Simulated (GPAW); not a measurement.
The system is TePt.

```
CELL_PARAMETERS angstrom
4.26288 0.00000 0.00000
-2.13144 3.69176 0.00000
0.00000 0.00000 5.66177
ATOMIC_POSITIONS crystal
Pt 0.00000 0.00000 0.00000
Pt 0.00000 0.00000 0.50000
Te 0.33333 0.66667 0.25000
Te 0.66667 0.33333 0.75000
```

Measurements of this composition are mostly on another form, of space group No. 166.

Base run:

```yaml
Program: GPAW 26.7.0
Functional: PBEsol
Potentials_or_basis: PAW data sets generated in the run's folder for this functional
Cutoff: 600 eV
Basis: pw
k_mesh: 5 × 5 × 4
Occupations: fermi-dirac, width 0.05 eV
Spin: no spin polarisation
Hubbard_terms: Pt d U = 2 eV
```

Its results: pressure -6.7 GPa.

Question: The run is repeated on the same cell with these changes: hubbard terms from Pt d U = 2 eV to Pt d U = 8 eV. What comes out?

Answer: Pressure -8.6 GPa.

Caveats: U without spin polarisation on a metal has little footing; the U is typed as a test and isn't derived for this compound.

Not every run made on this cell is shown here.
